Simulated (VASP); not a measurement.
# Ge (Cmmm) in VASP: further runs

The runs below take Ge through single point, with PBE.

Everything below comes from runs of VASP 6.6.1. Logs are shortened: lines on timing, memory, paths and dates and some standing lists are left out, and cuts for length are marked.

## (1) The crystal as given

It takes space group Cmmm (No. 65, orthorhombic). The conventional cell has a = 2.794 Å, b = 5.201 Å, c = 2.698 Å, α = 90.00°, β = 90.00°, γ = 90.00°. Ge (site symmetry mmm) has 8 Ge at 2.70 to 2.95 Å as nearest neighbours.

This isn't the form of Ge at room conditions, which is diamond.

## (2) Single point, PBE

Contents of INCAR:

```
PREC = Low ; ENCUT = 550
EDIFF = 1E-7 ; ISMEAR = 0
SIGMA = 0.05 ; LREAL = F
LASPH = T ; NELM = 100
ALGO = Normal ; ISIF = 2
LWAVE = F ; LCHARG = F
GGA = PE ; NBANDS = 13
ADDGRID = F
```

Contents of KPOINTS:

```
Automatic mesh
0
Gamma
  11 11 10
```

Contents of POSCAR:

```
Ge
1.0
    1.3971490000     -2.6005160000      0.0000000000
    1.3971490000      2.6005160000      0.0000000000
    0.0000000000      0.0000000000      2.6982310000
Ge
1
Direct
    0.5000000000      0.5000000000      0.0000000000
```

Potentials or basis: VASP PAW PBE potentials, release 64 (Ge_d).

Command:

```sh
$ cat potpaw_PBE.64/Ge_d/POTCAR > POTCAR
$ mpirun -np 1 vasp_std > vasp.out
```

OUTCAR:

```text
PREC = Low
   ENCUT = 550
   EDIFF = 1E-7
   ISMEAR = 0
   LREAL = F
   LASPH = T
   NELM = 100
   ISIF = 2
   GGA = PE

 Found    216 irreducible k-points:

 Following reciprocal coordinates:
            Coordinates               Weight
  0.000000  0.000000  0.000000      1.000000
  0.090909  0.000000  0.000000      4.000000
  0.181818 -0.000000  0.000000      4.000000
  0.272727 -0.000000  0.000000      4.000000
  0.363636 -0.000000  0.000000      4.000000
  0.454545 -0.000000  0.000000      4.000000
   k-points           NKPTS =    216   k-points in BZ     NKDIM =    216   number of bands    NBANDS=     13
   number of dos      NEDOS =    301   number of ions     NIONS =      1
   total plane-waves  NPLWV =   5184
   dimension x,y,z NGX =    18 NGY =   18 NGZ =   16
   dimension x,y,z NGXF=    18 NGYF=   18 NGZF=   16
   ions per type =               1
   NGX,Y,Z   is equivalent  to a cutoff of  10.14, 10.14,  9.86 a.u.
   NGXF,Y,Z  is equivalent  to a cutoff of  10.14, 10.14,  9.86 a.u.
 SYSTEM =  unknown system
   PREC   = low       normal or accurate (medium, high low for compatibility)
   ISTART =      0    job   : 0-new  1-cont  2-samecut
   ICHARG =      2    charge: 1-file 2-atom 10-const
   ISPIN  =      1    spin polarized calculation?
   LNONCOLLINEAR =      F non collinear calculations
   LSORBIT =      F    spin-orbit coupling
   LASPH  =      T    aspherical Exc in radial PAW
   ENCUT  =  550.0 eV  40.42 Ry    6.36 a.u.   5.65  5.65  5.16*2*pi/ulx,y,z
   NELM   =    100;   NELMIN=  2; NELMDL= -5     # of ELM steps
   EDIFF  = 0.1E-06   stopping-criterion for ELM
   LREAL  =      F    real-space projection
   EDIFFG = 0.1E-05   stopping-criterion for IOM
   NSW    =      0    number of steps for IOM
   IBRION =     -1    ionic relax: 0-MD 1-quasi-New 2-CG
   NFREE  =      0    steps in history (QN), initial steepest desc. (CG)
   ISIF   =      2    stress and relaxation
   ISYM   =      2    0-nonsym 1-usesym 2-fastsym
   POTIM  = 0.5000    time-step for ionic-motion
   TEBEG  =    0.0;   TEEND  =   0.0 temperature during run
   PSTRESS=    0.0 pullay stress
   NELECT =      14.0000    total number of electrons
   NUPDOWN=      -1.0000    fix difference up-down
   EMIN   =  10.00;   EMAX   =-10.00  energy-range for DOS
   EFERMI =   0.00;   METHOD = LEGACY
   ISMEAR =     0;   SIGMA  =   0.05  broadening in eV -4-tet -1-fermi 0-gaus
   EFERMI_NEDOS =   21; number of points for ismear=-14 and -15
   IALGO  =     38    algorithm
   IMIX   =      4    mixing-type and parameters
     AMIX     =   0.40;   BMIX     =  1.00
     AMIX_MAG =   1.60;   BMIX_MAG =  1.00
  volume/ion in A,a.u.               =      19.61       132.31
  Fermi-wavevector in a.u.,A,eV,Ry     =   1.463234  2.765111 29.130796  2.141053
  Thomas-Fermi vector in A             =   2.579353
   LORBIT       =      0    0 simple, 1 ext, 2 COOP (PROOUT), +10 PAW based schemes
   GGA     = PE    functional components
   LHFCALC =     F    Hartree Fock is set to
   AEXX    =    0.0000 exact exchange contribution
   IVDW    =     0    specifies the selected vdW correction
   LEPSILON=     F    determine dielectric tensor
   LRPA    =     F    only Hartree local field effects (RPA)
 non-spin polarized calculation
 Gauss-broadening in eV      SIGMA  =   0.05
  energy-cutoff  :      550.00
  volume of cell :       19.61
 maximum number of plane-waves:       590
   NGX = 11   NGY = 11   NGZ = 11

 number of electron      13.9999916 magnetization

 Free energy of the ion-electron system (eV)
  ---------------------------------------------------
  ext. energy  EPLUGINS =         0.00000000
  ---------------------------------------------------
  free energy    TOTEN  =        -4.26818508 eV

  energy without entropy =       -4.26751740  energy(sigma->0) =       -4.26785124

 E-fermi :   6.1982     XC(G=0): -11.0366

 val. band max:        6.1945061387   @ k =   0.3636   0.1818   0.1000
 cond. band min:       6.2001605911   @ k =   0.4545   0.0909   0.4000
 fundamental gap:      0.0056544524
 Fermi energy:         6.1981989968

 k-point     1 :       0.0000    0.0000    0.0000
  band No.  band energies     occupation
      1     -18.5228      2.00000
      2     -18.4703      2.00000
      3     -18.4203      2.00000
      4     -18.3140      2.00000
      5     -18.2928      2.00000
      6      -6.6433      2.00000
      7      12.8841      0.00000
      8      13.3543      0.00000
      9      14.8649      0.00000
     10      16.3794      0.00000
     11      18.7131      0.00000
     12      21.0946      0.00000
     13      21.2232      0.00000

 k-point     2 :       0.0909    0.0000    0.0000
  band No.  band energies     occupation
      1     -18.5171      2.00000
      2     -18.4616      2.00000
      3     -18.4213      2.00000
      4     -18.3152      2.00000
      5     -18.2967      2.00000
      6      -6.4428      2.00000
      7      12.4791      0.00000
      8      13.0791      0.00000
      9      13.3110      0.00000
     10      16.8266      0.00000
     11      18.4122      0.00000
     12      20.0287      0.00000
     13      22.3956      0.00000
[... 33 lines left out ...]
 k-point     5 :       0.3636   -0.0000    0.0000
  band No.  band energies     occupation
      1     -18.4998      2.00000
      2     -18.4288      2.00000
      3     -18.3470      2.00000
      4     -18.3411      2.00000
      5     -18.3196      2.00000
      6      -3.4866      2.00000
      7       3.7028      2.00000
      8      10.0933      0.00000
      9      14.1575      0.00000
     10      15.6633      0.00000
     11      20.1159      0.00000
     12      24.9455      0.00000
     13      25.7579      0.00000

 k-point     6 :       0.4545   -0.0000    0.0000
  band No.  band energies     occupation
      1     -18.5040      2.00000
      2     -18.4215      2.00000
      3     -18.3488      2.00000
      4     -18.3250      2.00000
      5     -18.3218      2.00000
      6      -1.9662      2.00000
      7       1.4115      2.00000
      8       9.7122      0.00000
      9      13.7369      0.00000
     10      16.6001      0.00000
     11      21.7668      0.00000
     12      23.2807      0.00000
     13      23.7478      0.00000

 [... further k-points ...]

------------------------ aborting loop because EDIFF is reached ----------------------------------------

  FORCE on cell =-STRESS in cart. coord.  units (eV):
  Direction    XX          YY          ZZ          XY          YZ          ZX
  --------------------------------------------------------------------------------------
  -------------------------------------------------------------------------------------
  Total        0.1293707     -0.3485742     -0.0316571      0.0000000      0.0000000      0.0000000
  in kB       10.5714676    -28.4835751     -2.5868443      0.0000000      0.0000000      0.0000000
  external PRESSURE =      -6.8329839 kB  Pullay stress =       0.0000000 kB

 VOLUME and BASIS-vectors are now :
 -----------------------------------------------------------------------------
  energy-cutoff  :      550.00
  volume of cell :       19.61
      direct lattice vectors                 reciprocal lattice vectors
     1.397149000 -2.600516000  0.000000000     0.357871637 -0.192269534  0.000000000
     1.397149000  2.600516000  0.000000000     0.357871637  0.192269534  0.000000000
     0.000000000  0.000000000  2.698231000     0.000000000  0.000000000  0.370613191

 POSITION                                       TOTAL-FORCE (eV/Angst)
 -----------------------------------------------------------------------------------
      1.39715      0.00000      0.00000         0.000000      0.000000      0.000000
 -----------------------------------------------------------------------------------
    total drift:                                0.000000     -0.000000     -0.000000

  FREE ENERGIE OF THE ION-ELECTRON SYSTEM (eV)
  ---------------------------------------------------
  free  energy   TOTEN  =        -4.2681850800 eV

  energy  without entropy=       -4.2675174020  energy(sigma->0) =       -4.26785124
```

OSZICAR:

```text
N       E                     dE             d eps       ncg     rms          rms(c)
DAV:   1     0.644838044910E+02    0.64484E+02   -0.72882E+03  6009   0.306E+03
DAV:   2     0.165841599815E+01   -0.62825E+02   -0.59949E+02  6026   0.420E+02
DAV:   3    -0.418924797880E+01   -0.58477E+01   -0.58159E+01  6441   0.735E+01
DAV:   4    -0.427585436428E+01   -0.86606E-01   -0.86587E-01  6386   0.968E+00
DAV:   5    -0.427677491655E+01   -0.92055E-03   -0.92055E-03  6579   0.112E+00    0.131E+00
DAV:   6    -0.427062962384E+01    0.61453E-02   -0.68343E-03  7009   0.186E+00    0.745E-01
DAV:   7    -0.426824573681E+01    0.23839E-02   -0.55425E-03  7481   0.142E+00    0.721E-02
DAV:   8    -0.426818276443E+01    0.62972E-04   -0.64146E-04  6811   0.565E-01    0.259E-02
DAV:   9    -0.426818566163E+01   -0.28972E-05   -0.15030E-05  7271   0.601E-02    0.870E-03
DAV:  10    -0.426818524058E+01    0.42105E-06   -0.75488E-07  6476   0.139E-02    0.144E-03
DAV:  11    -0.426818510108E+01    0.13950E-06   -0.10559E-07  5001   0.573E-03    0.206E-04
DAV:  12    -0.426818508003E+01    0.21053E-07   -0.10661E-08  3223   0.152E-03
   1 F= -.42681851E+01 E0= -.42678512E+01  d E =-.667678E-03
```

stdout:

```text
POSCAR found type information on POSCAR Ge
 POSCAR found :  1 types and       1 ions
 scaLAPACK will be used
 LDA part: xc-table for (Slater+PW92), standard interpolation
 POSCAR, INCAR and KPOINTS ok, starting setup
 FFT: planning ... GRIDC
 FFT: planning ... GRID_SOFT
 FFT: planning ... GRID
 WAVECAR not read
 entering main loop
```

It took 11 s on 1 thread of Intel Xeon 6975P-C (Granite Rapids), shared host; peak memory 0.15 GiB.

The run converged, but some of its settings lie outside the range that counts as converged, so its numbers aren't taken as properties of the crystal.

What came out:

- Free energy: -4.2682 eV
- Pressure: -0.7 GPa
- Band gap on the k mesh: none (metal or under the smearing width)

## (3) Single point, PBE

This run uses another cell than the first one, of the same volume but with other edges.

INCAR is that of step 2.

KPOINTS is that of step 2.

Contents of POSCAR:

```
Ge
1.0
    1.4161900000     -2.6475770000      0.0134350000
    1.3961930000      2.6368340000      0.0183540000
    0.0306960000      0.0025520000      2.6389690000
Ge
1
Direct
    0.4852650000      0.4800630000      0.0156560000
```

Potentials or basis: VASP PAW PBE potentials, release 64 (Ge_d).

Command:

```sh
$ cat potpaw_PBE.64/Ge_d/POTCAR > POTCAR
$ mpirun -np 1 vasp_std > vasp.out
```

Run time: 29 s. Hardware: 1 thread of Intel Xeon 6975P-C (Granite Rapids), shared host; peak memory 0.24 GiB.

The run converged, but some of its settings lie outside the range that counts as converged, so its numbers aren't taken as properties of the crystal.

What came out:

| Property | Result |
| --- | --- |
| Free energy | -4.2544 eV |
| Pressure | -0.3 GPa |
| Band gap on the k mesh | none (metal or under the smearing width) |
